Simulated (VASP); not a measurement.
# CdTe (F-43m) in VASP: band structure with HSE06

Aim: the band structure of CdTe with HSE06.

Everything below comes from runs of VASP 6.6.1. Logs are shortened: lines on timing, memory, paths and dates and some standing lists are left out, and cuts for length are marked.

**The experiment to reproduce.**

From a printed reference work, data compilation, for a bulk crystal of CdTe at 0 K: band gap 1.607 eV.

The results are compared with them further down.

### Step 1. The structure

It takes space group F-43m (No. 216, cubic). Conventional cell: a = 6.619 Å, b = 6.619 Å, c = 6.619 Å, α = 90.00°, β = 90.00°, γ = 90.00°. Cd (site symmetry -43m) has 4 Te at 2.87 Å as nearest neighbours. Te (site symmetry -43m) is surrounded by 4 Cd at 2.87 Å.

### Step 2. Band structure, HSE06

Contents of POSCAR:

```
CdTe
1.0
    0.0000000000      3.3095030000      3.3095030000
    3.3095030000      0.0000000000      3.3095030000
    3.3095030000      3.3095030000      0.0000000000
Cd Te
1 1
Direct
    0.0000000000      0.0000000000      0.0000000000
    0.2500000000      0.2500000000      0.2500000000
```

Contents of INCAR.step1:

```
SYSTEM = CdTe
ALGO = Normal
EDIFF = 1E-5
ENCUT = 520
GGA = PE
ISIF = 2
ISMEAR = 0
LASPH = .TRUE.
LCHARG = .FALSE.
LREAL = .FALSE.
LWAVE = .TRUE.
NELM = 60
PREC = Accurate
SIGMA = 0.02
```

Contents of INCAR.step2:

```
SYSTEM = CdTe
ALGO = Normal
EDIFF = 1E-6
ENCUT = 520
GGA = PE
HFSCREEN = 0.2
ISIF = 2
ISMEAR = 0
ISTART = 1
LASPH = .TRUE.
LCHARG = .FALSE.
LHFCALC = .TRUE.
LREAL = .FALSE.
LWAVE = .FALSE.
NELM = 60
PREC = Accurate
PRECFOCK = Fast
SIGMA = 0.02
```

Contents of KPOINTS:

```
k-points
0
G
  6 6 6
  0 0 0
```

Contents of KPOINTS_OPT:

```
path GXWKGLUWLK,UX
12
line-mode
reciprocal
 0.0000000000  0.0000000000  0.0000000000  G
 0.5000000000  0.0000000000  0.5000000000  X

 0.5000000000  0.0000000000  0.5000000000  X
 0.5000000000  0.2500000000  0.7500000000  W

 0.5000000000  0.2500000000  0.7500000000  W
 0.3750000000  0.3750000000  0.7500000000  K

 0.3750000000  0.3750000000  0.7500000000  K
 0.0000000000  0.0000000000  0.0000000000  G

 0.0000000000  0.0000000000  0.0000000000  G
 0.5000000000  0.5000000000  0.5000000000  L

 0.5000000000  0.5000000000  0.5000000000  L
 0.6250000000  0.2500000000  0.6250000000  U

 0.6250000000  0.2500000000  0.6250000000  U
 0.5000000000  0.2500000000  0.7500000000  W

 0.5000000000  0.2500000000  0.7500000000  W
 0.5000000000  0.5000000000  0.5000000000  L

 0.5000000000  0.5000000000  0.5000000000  L
 0.3750000000  0.3750000000  0.7500000000  K

 0.6250000000  0.2500000000  0.6250000000  U
 0.5000000000  0.0000000000  0.5000000000  X
```

Potentials or basis: VASP PAW PBE potentials, release 64 (Cd, Te).

Command:

```sh
cat potpaw_PBE.64/Cd/POTCAR potpaw_PBE.64/Te/POTCAR > POTCAR
cp INCAR.step1 INCAR
mpirun -np 1 vasp_std > vasp.out
cp INCAR.step2 INCAR
mpirun -np 1 vasp_std > vasp.out
```

OUTCAR:

```text
SYSTEM = CdTe
   EDIFF = 1E-6
   ENCUT = 520
   GGA = PE
   HFSCREEN = 0.2
   ISIF = 2
   ISMEAR = 0
   ISTART = 1
   LASPH = .TRUE.
   LHFCALC = .TRUE.
   LREAL = .FALSE.
   NELM = 60
   PREC = Accurate
   PRECFOCK = Fast

 ion  position               nearest neighbor table
   1  0.000  0.000  0.000-   2 2.87   2 2.87   2 2.87   2 2.87
   2  0.250  0.250  0.250-   1 2.87   1 2.87   1 2.87   1 2.87

  LATTYP: Found a face centered cubic cell.
 ALAT       =     6.6190060000

  Lattice vectors:

 A1 = (   0.0000000000,   3.3095030000,   3.3095030000)
 A2 = (   3.3095030000,   0.0000000000,   3.3095030000)
 A3 = (   3.3095030000,   3.3095030000,   0.0000000000)

Analysis of symmetry for initial positions (statically):
=====================================================================
 Subroutine PRICEL returns:
 Original cell was already a primitive cell.

 Routine SETGRP: Setting up the symmetry group for a
 face centered cubic supercell.

 Subroutine GETGRP returns: Found 24 space group operations
 (whereof 24 operations were pure point group operations)
 out of a pool of 48 trial point group operations.

The static configuration has the point symmetry T_d .

Analysis of symmetry for dynamics (positions and initial velocities):
=====================================================================
 Subroutine PRICEL returns:
 Original cell was already a primitive cell.

 Routine SETGRP: Setting up the symmetry group for a
 face centered cubic supercell.

 Subroutine GETGRP returns: Found 24 space group operations
 (whereof 24 operations were pure point group operations)
 out of a pool of 48 trial point group operations.

The dynamic configuration has the point symmetry T_d .

 Subroutine INISYM returns: Found 24 space group operations
 (whereof 24 operations are pure point group operations),
 and found     1 'primitive' translations

----------------------------------------------------------------------------------------

                                     Primitive cell

  volume of cell :      72.4967

  direct lattice vectors                    reciprocal lattice vectors
     0.000000000  3.309503000  3.309503000    -0.151080087  0.151080087  0.151080087
     3.309503000  0.000000000  3.309503000     0.151080087 -0.151080087  0.151080087
     3.309503000  3.309503000  0.000000000     0.151080087  0.151080087 -0.151080087

  length of vectors
     4.680344027  4.680344027  4.680344027     0.261678386  0.261678386  0.261678386

  position of ions in fractional coordinates (direct lattice)
     0.000000000  0.000000000  0.000000000
     0.250000000  0.250000000  0.250000000

  ion indices of the primitive-cell ions
   primitive index   ion index
                 1           1
                 2           2

----------------------------------------------------------------------------------------

 KPOINTS: k-points

Automatic generation of k-mesh.
 Grid dimensions read from file:
 generate k-points for:    6    6    6

 Generating k-lattice:

  Cartesian coordinates                     Fractional coordinates (reciprocal lattice)
    -0.025180014  0.025180014  0.025180014     0.166666667  0.000000000  0.000000000
     0.025180014 -0.025180014  0.025180014     0.000000000  0.166666667  0.000000000
     0.025180014  0.025180014 -0.025180014     0.000000000  0.000000000  0.166666667

  Length of vectors
     0.043613064  0.043613064  0.043613064

  Shift w.r.t. Gamma in fractional coordinates (k-lattice)
     0.000000000  0.000000000  0.000000000

 Subroutine IBZKPT returns following result:
 ===========================================

 Found     16 irreducible k-points:

 Following reciprocal coordinates:
            Coordinates               Weight
  0.000000  0.000000  0.000000      1.000000
  0.166667  0.000000  0.000000      8.000000
  0.333333  0.000000  0.000000      8.000000
  0.500000  0.000000  0.000000      4.000000
  0.166667  0.166667  0.000000      6.000000
  0.333333  0.166667  0.000000     24.000000
[... 8 lines left out ...]
 -0.333333  0.333333  0.166667     24.000000
 -0.333333  0.500000  0.166667     12.000000
   k-points           NKPTS =     16   k-points in BZ     NKDIM =    216   number of bands    NBANDS=     13
   number of dos      NEDOS =    301   number of ions     NIONS =      2
   total plane-waves  NPLWV =  46656
   dimension x,y,z NGX =    36 NGY =   36 NGZ =   36
   dimension x,y,z NGXF=    72 NGYF=   72 NGZF=   72
   ions per type =               1   1
   NGX,Y,Z   is equivalent  to a cutoff of  12.79, 12.79, 12.79 a.u.
   NGXF,Y,Z  is equivalent  to a cutoff of  25.57, 25.57, 25.57 a.u.
 SYSTEM =  CdTe
   PREC   = accura    normal or accurate (medium, high low for compatibility)
   ISTART =      1    job   : 0-new  1-cont  2-samecut
   ICHARG =      0    charge: 1-file 2-atom 10-const
   ISPIN  =      1    spin polarized calculation?
   LNONCOLLINEAR =      F non collinear calculations
   LSORBIT =      F    spin-orbit coupling
   LASPH  =      T    aspherical Exc in radial PAW
   ENCUT  =  520.0 eV  38.22 Ry    6.18 a.u.   8.70  8.70  8.70*2*pi/ulx,y,z
   NELM   =     60;   NELMIN=  2; NELMDL=  0     # of ELM steps
   EDIFF  = 0.1E-05   stopping-criterion for ELM
   LREAL  =      F    real-space projection
   EDIFFG = 0.1E-04   stopping-criterion for IOM
   NSW    =      0    number of steps for IOM
   IBRION =     -1    ionic relax: 0-MD 1-quasi-New 2-CG
   NFREE  =      0    steps in history (QN), initial steepest desc. (CG)
   ISIF   =      2    stress and relaxation
   ISYM   =      3    0-nonsym 1-usesym 2-fastsym
   POTIM  = 0.5000    time-step for ionic-motion
   TEBEG  =    0.0;   TEEND  =   0.0 temperature during run
   PSTRESS=    0.0 pullay stress
   NELECT =      18.0000    total number of electrons
   NUPDOWN=      -1.0000    fix difference up-down
   EMIN   =  10.00;   EMAX   =-10.00  energy-range for DOS
   EFERMI =   0.00;   METHOD = LEGACY
   ISMEAR =     0;   SIGMA  =   0.02  broadening in eV -4-tet -1-fermi 0-gaus
   EFERMI_NEDOS =   21; number of points for ismear=-14 and -15
   IALGO  =     38    algorithm
   IMIX   =      1    mixing-type and parameters
     AMIX     =   0.40;   BMIX     =  1.00
     AMIX_MAG =   1.60;   BMIX_MAG =  1.00
  volume/ion in A,a.u.               =      36.25       244.62
  Fermi-wavevector in a.u.,A,eV,Ry     =   1.028947  1.944427 14.404915  1.058731
  Thomas-Fermi vector in A             =   2.162969
   LORBIT       =      0    0 simple, 1 ext, 2 COOP (PROOUT), +10 PAW based schemes
   GGA     = PE    functional components
   LHFCALC =     T    Hartree Fock is set to
   PRECFOCK=fast      Normal, Fast or Accurate (Low or Medium for compatibility)
   ENCUT4O =  -1.0   cutoff for four orbital integrals eV
   NKREDX  =     1    reduce k-point grid by
   NKREDY  =     1    reduce k-point grid by
   NKREDZ  =     1    reduce k-point grid by
   AEXX    =    0.2500 exact exchange contribution
   HFSCREEN=    0.2000 screening length (either q_TF or 0.3 A-1)
   HFSCREENC=   0.2000 screening length for correlation (either q_TF or 0.3 A-1)
   ENCUTFOCK=  -1.0 apply spherical cutoff to Coloumb kernel
   IVDW    =     0    specifies the selected vdW correction
   LEPSILON=     F    determine dielectric tensor
   LRPA    =     F    only Hartree local field effects (RPA)
 non-spin polarized calculation
 Gauss-broadening in eV      SIGMA  =   0.02
  energy-cutoff  :      520.00
  volume of cell :       72.50
 maximum number of plane-waves:      1980
  NGX = 20; NGY = 20; NGZ = 20

 number of electron      18.0000006 magnetization

 Free energy of the ion-electron system (eV)
  ---------------------------------------------------
  ext. energy  EPLUGINS =         0.00000000
  ---------------------------------------------------
  free energy    TOTEN  =        -6.05078493 eV

  energy without entropy =       -6.05078493  energy(sigma->0) =       -6.05078493

 E-fermi :   1.3839     XC(G=0):  -6.9376

 val. band max:        1.2838996406   @ k =   0.0000   0.0000   0.0000
 cond. band min:       2.6387937436   @ k =   0.0000   0.0000   0.0000
 fundamental gap:      1.3548941030
 Fermi energy:         1.3838721382

 k-point     1 :       0.0000    0.0000    0.0000
  band No.  band energies     occupation
      1     -10.5036      2.00000
      2      -8.1333      2.00000
      3      -8.1333      2.00000
      4      -8.1333      2.00000
      5      -7.9135      2.00000
      6      -7.9135      2.00000
      7       1.2839      2.00000
      8       1.2839      2.00000
      9       1.2839      2.00000
     10       2.6388      0.00000
     11       6.8026      0.00000
     12       6.8026      0.00000
     13       6.8026      0.00000

 k-point     2 :       0.1667    0.0000    0.0000
  band No.  band energies     occupation
      1     -10.4164      2.00000
      2      -8.1182      2.00000
      3      -8.1182      2.00000
      4      -8.0385      2.00000
      5      -7.9143      2.00000
      6      -7.9143      2.00000
      7      -0.3886      2.00000
      8       1.0719      2.00000
      9       1.0719      2.00000
     10       3.7472      0.00000
     11       6.8327      0.00000
     12       7.1357      0.00000
     13       7.1357      0.00000

 k-point     3 :       0.3333    0.0000    0.0000
  band No.  band energies     occupation
      1     -10.2511      2.00000
      2      -8.0917      2.00000
      3      -8.0917      2.00000
      4      -7.9116      2.00000
      5      -7.9116      2.00000
      6      -7.7485      2.00000
      7      -2.2680      2.00000
      8       0.7077      2.00000
      9       0.7077      2.00000
     10       3.9355      0.00000
     11       7.4112      0.00000
     12       7.4112      0.00000
     13       8.3061      0.00000
[... 177 lines left out ...]
 k-point    15 :      -0.3333    0.3333    0.1667
  band No.  band energies     occupation
      1     -10.1065      2.00000
      2      -8.0486      2.00000
      3      -8.0364      2.00000
      4      -7.9326      2.00000
      5      -7.9104      2.00000
      6      -7.3622      2.00000
      7      -2.8403      2.00000
      8      -1.0096      2.00000
      9      -0.2320      2.00000
     10       5.7469      0.00000
     11       6.7401      0.00000
     12       7.8792      0.00000
     13       9.4359      0.00000

 k-point    16 :      -0.3333    0.5000    0.1667
  band No.  band energies     occupation
      1     -10.0840      2.00000
      2      -8.0283      2.00000
      3      -8.0212      2.00000
      4      -7.9510      2.00000
      5      -7.9029      2.00000
      6      -7.3116      2.00000
      7      -2.8940      2.00000
      8      -0.8559      2.00000
      9      -0.7203      2.00000
     10       5.7926      0.00000
     11       5.8632      0.00000
     12       8.8063      0.00000
     13       9.1148      0.00000

------------------------ aborting loop because EDIFF is reached ----------------------------------------

  FORCE on cell =-STRESS in cart. coord.  units (eV):
  Direction    XX          YY          ZZ          XY          YZ          ZX
  --------------------------------------------------------------------------------------
  -------------------------------------------------------------------------------------
  Total       -0.4481839     -0.4481839     -0.4481839     -0.0000000      0.0000000     -0.0000000
  in kB       -9.9048643     -9.9048643     -9.9048643     -0.0000000      0.0000000     -0.0000000
  external PRESSURE =      -9.9048643 kB  Pullay stress =       0.0000000 kB

 VOLUME and BASIS-vectors are now :
 -----------------------------------------------------------------------------
  energy-cutoff  :      520.00
  volume of cell :       72.50
      direct lattice vectors                 reciprocal lattice vectors
     0.000000000  3.309503000  3.309503000    -0.151080087  0.151080087  0.151080087
     3.309503000  0.000000000  3.309503000     0.151080087 -0.151080087  0.151080087
     3.309503000  3.309503000  0.000000000     0.151080087  0.151080087 -0.151080087

 POSITION                                       TOTAL-FORCE (eV/Angst)
 -----------------------------------------------------------------------------------
      0.00000      0.00000      0.00000        -0.000000     -0.000000     -0.000000
      1.65475      1.65475      1.65475         0.000000      0.000000      0.000000
 -----------------------------------------------------------------------------------
    total drift:                               -0.000004      0.000000     -0.000001

  FREE ENERGIE OF THE ION-ELECTRON SYSTEM (eV)
  ---------------------------------------------------
  free  energy   TOTEN  =        -6.0507849295 eV

  energy  without entropy=       -6.0507849295  energy(sigma->0) =       -6.05078493
```

Run time: 65 min. Hardware: 1 thread of Intel Xeon 6975P-C (Granite Rapids), shared host; peak memory 0.46 GiB.

What came out:

| Property | Result |
| --- | --- |
| Free energy | -6.0508 eV |
| Pressure | -1.0 GPa |
| Band gap on the k mesh | 1.35 eV, direct |
| Band gap along the path | 1.35 eV, direct |

Levels at the corners of the path, in eV from the valence-band top:
```csv
point,band 7,band 8,band 9,band 10,band 11,band 12
Γ,0.00,0.00,0.00,1.35,5.52,5.52
X,-4.29,-1.79,-1.79,3.41,3.48,9.63
X,-4.29,-1.79,-1.79,3.41,3.48,9.62
W,-4.13,-2.26,-2.07,5.04,5.46,6.40
W,-4.13,-2.26,-2.07,5.04,5.46,6.40
K,-4.16,-2.46,-1.48,3.70,5.32,8.19
K,-4.16,-2.46,-1.48,3.70,5.32,8.18
Γ,0.00,0.00,0.00,1.35,5.52,5.52
Γ,0.00,0.00,0.00,1.35,5.52,5.52
L,-4.37,-0.74,-0.74,2.55,6.08,6.08
L,-4.37,-0.74,-0.74,2.55,6.08,6.08
U,-4.16,-2.46,-1.48,3.70,5.32,8.19
U,-4.16,-2.46,-1.48,3.70,5.32,8.19
W,-4.13,-2.26,-2.07,5.04,5.46,6.40
W,-4.13,-2.26,-2.07,5.04,5.46,6.40
L,-4.37,-0.74,-0.74,2.55,6.08,6.08
L,-4.37,-0.74,-0.74,2.55,6.08,6.08
K,-4.16,-2.46,-1.48,3.70,5.32,8.19
U,-4.16,-2.46,-1.48,3.70,5.32,8.26
X,-4.29,-1.79,-1.79,3.41,3.48,9.62
```

Caveat: the PAW data sets were made with another functional, which shifts forces and pressure a little; spin-orbit coupling is left out, which moves the levels of the heavy elements.

### Step 3. Against experiment

Step 2. A measured gap of CdTe is 1.607 eV (0 K; a printed reference work, data compilation); the calculated 1.35 eV misses it by -0.25 eV. Spin-orbit coupling on Cd, Te is left out. The value is that of HSE06, without temperature or zero-point motion.
